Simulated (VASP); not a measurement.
**KTaO3: relaxation of cell and atoms with PBEsol**

The system is KTaO3.

```
K Ta O
1.0
     3.98907    0.00000    0.00000
     0.00000    3.98907    0.00000
     0.00000    0.00000    3.98907
K Ta O
1 1 3
Direct
  0.50000 0.50000 0.50000
  0.00000 0.00000 0.00000
  0.50000 0.00000 0.00000
  0.00000 0.50000 0.00000
  0.00000 0.00000 0.50000
```

```yaml
Program: VASP 6.6.1
Task: relaxation of cell and atoms
Functional: PBEsol
Potentials_or_basis: VASP PAW PBE potentials, release 64 (K_sv, Ta_pv, O)
Cutoff: 600 eV
k_mesh: 8 × 8 × 8
Occupations: gaussian, width 0.03 eV
Spin: no spin polarisation
Further_INCAR_settings: ALGO = Normal; EDIFF = 1e-07; IBRION = 2; EDIFFG = -0.005; NSW = 90; ISIF = 3
```

```json
{"Pressure after relaxing": "0.0 GPa", "Band gap on the k mesh": "2.09 eV, indirect (least direct gap 2.71 eV)"}
```

Final structure:
```
CELL_PARAMETERS angstrom
3.98907 0.00000 0.00000
0.00000 3.98907 0.00000
0.00000 0.00000 3.98907
ATOMIC_POSITIONS crystal
K 0.50000 0.50000 0.50000
Ta 0.00000 0.00000 0.00000
O 0.50000 0.00000 0.00000
O 0.00000 0.50000 0.00000
O 0.00000 0.00000 0.50000
```

Levels at points of the mesh, in eV from the valence-band top:
| k point | band 17 | band 18 | band 19 | band 20 | band 21 | band 22 |
| --- | --- | --- | --- | --- | --- | --- |
| (0.00, 0.00, 0.00) | -0.62 | -0.62 | -0.62 | 2.09 | 2.09 | 2.09 |
| (0.50, 0.00, 0.00) | -1.55 | -0.85 | -0.85 | 2.25 | 4.98 | 4.98 |
| (0.50, 0.50, 0.00) | -1.45 | -1.45 | -0.04 | 5.02 | 5.02 | 6.31 |
| (0.50, 0.50, 0.50) | 0.00 | 0.00 | 0.00 | 6.45 | 6.45 | 6.45 |

Run time: 37 s on 1 thread of Intel(R) Xeon(R) Platinum 8488C (Sapphire Rapids), on a shared host, peak memory 0.21 GiB.

Caveat: the relaxation stopped at its first step, so nothing moved; the PAW data sets were made with another functional, which shifts forces and pressure a little; spin-orbit coupling is left out, which moves the levels of the heavy elements. A k mesh can miss the band edges.
